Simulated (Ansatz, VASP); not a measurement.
# MgB in VASP and in Ansatz

File INCAR:

```
PREC     = Accurate       # precision mode
ENCUT    = 520            # plane-wave cutoff, eV
EDIFF    = 1E-6           # SCF threshold, eV
ISMEAR   = -1             # smearing method
SIGMA    = 0.05           # smearing width, eV
LREAL    = F              # projectors in reciprocal space
LASPH    = T              # aspherical terms in the spheres
NELM     = 60             # most SCF steps
ALGO     = Normal         # electronic algorithm
ISIF     = 2              # what is computed and relaxed
LWAVE    = F              # write WAVECAR
LCHARG   = F              # write CHGCAR
GGA      = PE             # functional
NBANDS   = 10             # bands
```

Contents of KPOINTS:

```
Automatic mesh
0
Gamma
  9 9 9
```

POSCAR

```
MgB
1.0
    2.8560215548      0.0000000000      0.0000000000
    0.0000000000      2.8560215548      0.0000000000
    0.0000000000      0.0000000000      2.8560215548
Mg B
1 1
Direct
    0.0000000000      0.0000000000      0.0000000000
    0.5000000000      0.5000000000      0.5000000000
```

The input input.yaml:

```yaml
crystal:
  lattice:
    - [2.8560215548, 0.0, 0.0]
    - [0.0, 2.8560215548, 0.0]
    - [0.0, 0.0, 2.8560215548]
  atoms:
    - { symbol: Mg, position: [0.0, 0.0, 0.0] }
    - { symbol: B, position: [0.5, 0.5, 0.5] }
kpoints:
  mp_grid: { grid: [9, 9, 9] }
scf:
  occupations: { method: fermi_dirac, width: 0.05 }
hamiltonian:
  xc: pbe
  pseudopotentials: { kind: all_electron, lapw: { basis_error: 0.0005 } }
output:
  forces: true
  stress: true
  eigenvalues: true
```

Change from the starting cell: volume scaled by 0.96.

Alike in both runs: task single point; functional PBE; k mesh 9 × 9 × 9; occupations fermi-dirac, width 0.05 eV; no spin polarisation.

|  | VASP | Ansatz |
| --- | --- | --- |
| version | VASP 6.6.1 | Ansatz 0.2.0 |
| potentials or method | VASP PAW PBE potentials, release 64 (Mg, B) | all-electron LAPW, scalar-relativistic |
| plane-wave cutoff (eV) | 520 | see its input |

VASP gave:

* gap on the k mesh at the Fermi level (eV): none
* pressure (GPa): 3.6

Q: What did Ansatz give for the same quantities?

A: gap on the k mesh at the Fermi level (eV): none; pressure (GPa): 3.8.

A gap of «none» marks a metal or a gap that the smearing closes. Ansatz ran all-electron here, so the differences hold the error of VASP's frozen core and of both bases.
